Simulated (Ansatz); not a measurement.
Ansatz input

```yaml
crystal:
  lattice:
    - [0.0, 2.46335056, 2.46335056]
    - [2.46335056, 0.0, 2.46335056]
    - [2.46335056, 2.46335056, 0.0]
  atoms:
    - { symbol: Tl, position: [0.0, 0.0, 0.0] }
hamiltonian:
  xc: r2scan0
  pseudopotentials:
    kind: paw
    azcp:
      Tl: "pseudopotentials/Tl.paw.azcp"
basis:
  ecutwfc: 500
  fft_grid_basis: typed
kpoints:
  mp_grid: { grid: [6, 6, 6], shift: [0, 0, 0] }
magnetization:
  spin_polarized: false
scf:
  occupations: { method: fermi_dirac, width: 0.1 }
```

Terminal output

```
Engine: ansatz 0.2.0, aarch64-unknown-linux-gnu
Pseudopotentials: kind: paw
Pseudopotential: Tl, paw, valence charge 13, recommended cutoff 500 eV (meta_gga) 
Functional definition: r2SCAN0
  parameter a = 0.25
  parameter k0 = 0.174
  parameter k1 = 0.065
  parameter a1 = 4.9479
  exchange = (1 - a)*r2scan_x(k0 = k0, k1 = k1, a1 = a1) + a*exact_x
  correlation = r2scan_c
Crystal: 1 atoms, lattice volume = 29.896 Å³
Basis set: ecut = 500 eV, 749 PW (Γ), exchange–correlation on 108×108×108 points (64 copies of the dense FFT grid, shifted against one another)
Bands: 11, of which v1, the nominal top of the filled ones, is band 7 counted from 1 (6 counted from 0)
Symmetry: 48 space group operations
Space group: Fm-3m (ITA 225), of the structure as read, at distance tolerance 3.1e-5 Å
k-points: 16 of 216
Non-local potential: Tl, projectors of the file, l = 0: 2, l = 1: 2, l = 2: 2, l = 3: 1
PAW form: soft (Blöchl's): semilocal exchange-correlation on the pseudo side does not see the compensation charge
PAW frozen core: Tl, regenerated for the run's functional, and the local potential with it (the file was generated under x = pbe(κ = 0.804, μ = 0.2195149727645171), c = pbe(β = 0.06672455060314922))
PAW one-centre angular grid: Tl, 590 points (default); XC on 160 Gauss nodes
Initial density: superposition of atomic densities (neutral atoms: chi_scale 0, normalization atom), corrected by the library's trained network
Initial wavefunctions: pseudopotential atomic-orbital guess
Functional: x = r2scan, c = r2scan; τ floored in thin density (d = 2e-4 eV/Å³), warm-up for x = 0.75 r2scan + 0.25 exact, c = r2scan; τ floored in thin density (d = 2e-4 eV/Å³)
SCF iter   1: F=—  HF=-11458.579631 eV  |F-HF|=—  |Δ(HF+E_count)|=         —  Δρ=7.88e-3  dr2=1.62e-2  dr2_τ=5.70e-3  ethr=1.77e-3  ⟨swp⟩=11.4  Hψ=890  notcnv=0
iter 2 solved again at ethr=8.13e-7 eV; its pass at ethr=1.25e-4 eV (dr2=1.06e-4 eV) is discarded
SCF iter   2: F=—  HF=-11458.575396 eV  |F-HF|=—  |Δ(HF+E_count)|=   4.23e-3  Δρ=9.61e-4  dr2=1.03e-4  dr2_τ=4.74e-4  ethr=8.13e-7  ⟨swp⟩=3.8  Hψ=790  notcnv=0
SCF iter   3: F=—  HF=-11458.575667 eV  |F-HF|=—  |Δ(HF+E_count)|=   2.70e-4  Δρ=4.41e-4  dr2=2.47e-5  dr2_τ=4.62e-6  ethr=7.95e-7  ⟨swp⟩=3.0  Hψ=338  notcnv=0
SCF iter   4: F=—  HF=-11458.575726 eV  |F-HF|=—  |Δ(HF+E_count)|=   5.97e-5  Δρ=6.80e-5  dr2=1.32e-6  dr2_τ=6.95e-8  ethr=1.90e-7  ⟨swp⟩=3.9  Hψ=394  notcnv=0
SCF iter   5: F=—  HF=-11458.575726 eV  |F-HF|=—  |Δ(HF+E_count)|=   1.31e-7  Δρ=3.89e-6  dr2=3.83e-9  dr2_τ=1.48e-10  ethr=1.02e-8  ⟨swp⟩=3.5  Hψ=357  notcnv=0
SCF iter   6: F=—  HF=-11458.575726 eV  |F-HF|=—  |Δ(HF+E_count)|=   1.10e-8  Δρ=3.56e-6  dr2=1.98e-9  dr2_τ=1.10e-9  ethr=2.95e-11  ⟨swp⟩=4.3  Hψ=460  notcnv=0
SCF iter   7: F=-11458.575726 eV  HF=-11458.575726 eV  |F-HF|=2.00e-10  |Δ(HF+E_count)|=  1.09e-11  Δρ=1.38e-6  dr2=2.76e-10  dr2_τ=2.90e-11  ethr=1.52e-11  ⟨swp⟩=3.0  Hψ=308  notcnv=0
SCF 1 converged in 7 iterations: F = -11458.575726 eV  dr2 = 2.76e-10
Initial density: handed on by an earlier stage of this run
Initial wavefunctions: those handed on with the density
Functional: x = 0.75 r2scan + 0.25 exact, c = r2scan; τ floored in thin density (d = 2e-4 eV/Å³)
Frozen-core exchange: fock
iter 1 solved again at ethr=1.11e-5 eV; its pass at ethr=1.00e-1 eV (dr2=1.44e-3 eV) is discarded
SCF iter   1: F=—  HF=-11455.874126 eV  |F-HF|=—  |Δ(HF+E_count)|=         —  Δρ=2.53e-3  dr2=1.62e-3  dr2_τ=2.34e-4  ethr=1.11e-5  ⟨swp⟩=5.0  Hψ=965  notcnv=0
SCF iter   2: F=—  HF=-11455.874246 eV  |F-HF|=—  |Δ(HF+E_count)|=   1.20e-4  Δρ=8.84e-4  dr2=3.20e-4  dr2_τ=3.08e-5  ethr=1.08e-5  ⟨swp⟩=2.4  Hψ=288  notcnv=0
SCF iter   3: F=—  HF=-11455.874430 eV  |F-HF|=—  |Δ(HF+E_count)|=   1.84e-4  Δρ=3.04e-4  dr2=2.44e-4  dr2_τ=2.55e-6  ethr=7.71e-7  ⟨swp⟩=3.6  Hψ=336  notcnv=0
SCF iter   4: F=—  HF=-11455.876819 eV  |F-HF|=—  |Δ(HF+E_count)|=   2.39e-3  Δρ=5.04e-4  dr2=5.13e-5  dr2_τ=7.45e-6  ethr=9.86e-8  ⟨swp⟩=4.9  Hψ=617  notcnv=0
SCF iter   5: F=—  HF=-11455.876813 eV  |F-HF|=—  |Δ(HF+E_count)|=   5.88e-6  Δρ=6.43e-5  dr2=5.69e-6  dr2_τ=9.54e-8  ethr=9.86e-8  ⟨swp⟩=3.9  Hψ=406  notcnv=0
SCF iter   6: F=-11455.876851 eV  HF=-11455.876851 eV  |F-HF|=6.36e-8  |Δ(HF+E_count)|=   3.79e-5  Δρ=9.08e-5  dr2=1.31e-6  dr2_τ=1.97e-7  ethr=3.85e-9  ⟨swp⟩=4.9  Hψ=616  notcnv=0
SCF 2 stopped early in 6 iterations: F = -11455.876851 eV  dr2 = 1.31e-6
hybrid outer 1: dexx = +2.660e-3 eV, tail = 6.83e-6 eV
Frozen-core exchange: fock
SCF iter   1: F=—  HF=-11455.876774 eV  |F-HF|=—  |Δ(HF+E_count)|=         —  Δρ=6.89e-5  dr2=3.09e-6  dr2_τ=3.11e-7  ethr=2.63e-7  ⟨swp⟩=3.0  Hψ=383  notcnv=0
iter 2 solved again at ethr=1.14e-10 eV; its pass at ethr=6.90e-9 eV (dr2=1.48e-8 eV) is discarded
SCF iter   2: F=—  HF=-11455.876774 eV  |F-HF|=—  |Δ(HF+E_count)|=   3.60e-7  Δρ=8.70e-6  dr2=2.23e-6  dr2_τ=6.50e-10  ethr=1.14e-10  ⟨swp⟩=3.4  Hψ=733  notcnv=0  defer=2
SCF iter   3: F=-11455.876825 eV  HF=-11455.876825 eV  |F-HF|=3.86e-8  |Δ(HF+E_count)|=   5.17e-5  Δρ=1.50e-5  dr2=8.20e-8  dr2_τ=3.20e-9  ethr=1.10e-10  ⟨swp⟩=4.2  Hψ=473  notcnv=0
SCF 3 converged in 3 iterations: F = -11455.876825 eV  dr2 = 8.20e-8
hybrid outer 2: dexx = +1.461e-7 eV, tail = 1.88e-7 eV, Δε = 1.85e-3 eV (about 3.83e-4 eV left of the loop's levels)
hybrid SCF converged: 2 outer / 9 inner (+7 warm-up), last move |dexx| = 1.46e-7 eV, tail = 1.88e-7 eV
Stability not checked: this state was not tested for a lower state beside it, because the functional holds exact exchange (a hybrid, or Hartree-Fock), whose exchange loop this test does not read (fock_operator; see scf.lower_state_search)
Free energy (F): -11455.876825 eV
Frozen-core exchange: fock
Harris-Foulkes:  -11455.876825 eV  (|F-HF|=3.86e-8)
Internal energy: -11455.861838 eV  (E = F + TS)
E sigma→0 (E₀):  -11455.869331 eV
Entropy (-TS):   -0.014988 eV (-14.988 meV/atom)
Fermi energy:    9.517446 eV
--- Per-component energies (eV) ---
  E_band       = -29.327562
  E_kinetic    = 335.076124
  E_local      = -903.519727  (includes V_loc(G=0)·N_el)
  E_nonlocal   = 316.432104
  E_hartree    = 335.414001
  E_xc         = -168.994031
  E_vxc        = -120.171534  (∫ρ·V_xc dr)
  E_exx        = -33.121002  (= α·E_x^exact, valence–valence)
  E_paw        = -10205.962985  (= ΣΔE_a)
  E_vpaw       = -270.407992  (= ΣTr[D̂ρ^β])
  E_aug_tail   = 0.000019  (compensation charges beyond the density's cutoff)
  E_vtau       = 8.685299  (kinetic-family band-sum trace: ∫τ·v_τ [+ j·A + Jᵃ·Aᵃ] dr)
  E_ewald      = -1132.344481
  E_core_change = 1.158140  (= ΣΔE_core)
  E_smearing   = -0.014988  (= −TS)
  E_closure    = -0.000000  (closes the sum)
  Σ components = -11455.876825   (vs F -11455.876825, Δ=0.00e0)
--- Band table (eV; the first three rows and the last of 16) ---
  k-point 0: bands = ["-4.4504", "-4.4504", "-4.4504", "-4.1868", "-4.1868", "-1.9537", "21.0349", "21.0349", "21.0349"]
  k-point 1: bands = ["-4.4747", "-4.3973", "-4.3973", "-4.1810", "-4.1810", "-1.2891", "16.3685", "20.4240", "20.4240"]
  k-point 2: bands = ["-4.5636", "-4.4066", "-4.4066", "-4.0477", "-4.0477", "0.7557", "10.4603", "19.3831", "19.3831"]
  k-point 15: bands = ["-4.5905", "-4.5428", "-4.1481", "-4.0695", "-3.8869", "5.2551", "8.6669", "12.0377", "12.7904"]
  guard bands above this table: 2 of the run's 11 bands. The solve was not asked for them (output.publish_guard_bands: true or output.eigenvalues: true publishes all)
```

Launched by

```sh
ansatz run input.yaml --threads 4 --pin off --max-ram 8192MiB --backend cpu --events-out ev --progress --plain --runs-dir out
```

On 4 threads of Arm Neoverse V1 (shared host) this took about 4.6 s of wall time and 13 s of CPU time, with 1 GiB at the peak.
